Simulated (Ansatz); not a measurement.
A first try at a comparison of functionals at one structure of GaSb, space group I-4m2, using the Ansatz DFT code, driven from Python.

Script `gasb.py`:
```python
"""One structure of GaSb under several functionals."""

import ansatz as az
from tabulate import tabulate

lattice = az.Lattice.of(
    (-2.753434, 2.753434, 1.590707),
    (2.753434, -2.753434, 1.590707),
    (2.753434, 2.753434, -1.590707),
)
sites = [
    ("Ga", (0.25, 0.75, 0.5)),
    ("Sb", (0.0, 0.0, 0.0)),
]
structure = az.Crystal(lattice=lattice)
for symbol, position in sites:
    structure = structure.atom(symbol, position)

job = (
    structure.calculation()
    .pseudopotentials("paw")
    .occupations(az.OccupationsMethod.FIXED)
    .basis(530)
    .kpoints(mesh=(6, 6, 6))
    .stress()
)

rows = []
for value in ["blyp", "r2scan", "lda"]:
    report = job.functional(value).run(threads=1, pin="off").report
    rows.append((value, report["free_energy_ev"] / len(report["lattice"]["sites"]), report["n_iterations"], sum(report["stress_gpa"][i][i] for i in range(3)) / 3, report["n_kpoints"]))

print(tabulate(rows, headers=["functional", "F/atom (eV)", "iterations", "P (GPa)", "k-points"], floatfmt=".4f", tablefmt="github"))
```

`python gasb.py` gives:
```text
RunWarning: iter 1: σ=0 fill of 14 bands saw a band overlap (occupied 12.1146 eV > unoccupied 7.4406 eV) — on an unconverged iterate often a transient of an unconverged empty band; one that stands at the close is told there (band_overlap_at_count); if the run fails to converge, the spectrum is likely genuinely metallic at σ=0 — use a smearing of finite width or the tetrahedron method (which not every kind of run takes: see the entry of scf.occupations.method in the input reference), with at [...]
RunWarning: the bands overlap at the fill by count (14 filled at each k-point of a channel): the highest filled level, 12.196627 eV at k-index 3, stands 4.7129 eV over the lowest empty one, 7.483742 eV at k-index 25, so that a fill of the lowest levels lies lower and no gap is reported. A metal, or a carrier in a host's bands, wants a smearing of finite width or the tetrahedron method (`scf.occupations.method`). A defect's level that its images broaden is meant whole, and this fill is then the [...]
| functional   |   F/atom (eV) |   iterations |   P (GPa) |   k-points |
|--------------|---------------|--------------|-----------|------------|
| blyp         |    -5146.5766 |            7 |    8.4632 |         30 |
| r2scan       |    -5144.2450 |            7 |    1.9001 |         30 |
| lda          |    -5020.9908 |            7 |   -0.9414 |         30 |
```
(Warnings from the package without file and line, shortened, repeats left out.)

No error stopped it. What is wrong with the input all the same?

The fault: fixed occupations, though the bands overlap at this level of theory. Mended:

```diff
--- before
+++ after
@@ -21,3 +21,3 @@
     .pseudopotentials("paw")
-    .occupations(az.OccupationsMethod.FIXED)
+    .occupations("fermi_dirac", width=0.1)
     .basis(530)
```

With that change:

`python gasb.py` gives:
```text
| functional   |   F/atom (eV) |   iterations |   P (GPa) |   k-points |
|--------------|---------------|--------------|-----------|------------|
| blyp         |    -5146.9244 |            7 |    5.3959 |         30 |
| r2scan       |    -5144.6178 |            7 |   -1.1359 |         30 |
| lda          |    -5021.3462 |            6 |   -3.9917 |         30 |
```

BLYP can be off by several per cent in the lattices of metals, and by several GPa in the pressure at a fixed cell. The mesh is modest for a metal, so energies can be off by several to tens of meV an atom and pressures by half a GPa or more; differences at equal mesh fare better. Pressure is positive in compression. The structure comes from a database of computed cells and needn't be a stable or known phase. Total energies of different functionals can't be compared; pressures, moments and gaps at this one structure can. It ran for 12 s on 1 thread of Intel(R) Xeon(R) Processor @ 2.30GHz, on a shared host, peak memory 0.68 GiB.
